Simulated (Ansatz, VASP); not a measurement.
**SnSe: VASP beside Ansatz**

```xyz
2
Lattice="0.0000 2.9728 2.9728 2.9728 0.0000 2.9728 2.9728 2.9728 0.0000" Properties=species:S:1:pos:R:3 pbc="T T T"
Sn    0.0000    0.0000    0.0000
Se    2.9728    2.9728    2.9728
```

Measurements of this composition are mostly on another form, of space group No. 62.

Alike in both runs: task single point; functional PBEsol; k mesh 8 × 8 × 8; occupations gaussian, width 0.05 eV; no spin polarisation.

|  | VASP | Ansatz |
| --- | --- | --- |
| version | VASP 6.6.1 | Ansatz 0.2.0 |
| potentials or method | VASP PAW PBE potentials, release 64 (Sn_d, Se) | scalar-relativistic, plane waves, PAW |
| plane-wave cutoff (eV) | 520 | 420 |
| valence electrons in the cell | 20 | 30 |

```tsv
	VASP	Ansatz	Ansatz less VASP
gap on the k mesh at the Fermi level (eV)	0.75	0.75	-0.001
least direct gap on the mesh (eV)	0.82	0.82	-0.002
pressure (GPa)	0.0	0.0	-0.02
```

The two sets of potentials don't hold the same shells in valence.

Caveats: the PAW data sets were made with another functional, which shifts forces and pressure a little (VASP); spin-orbit coupling is left out, which moves the levels of the heavy elements. A k mesh can miss the band edges.
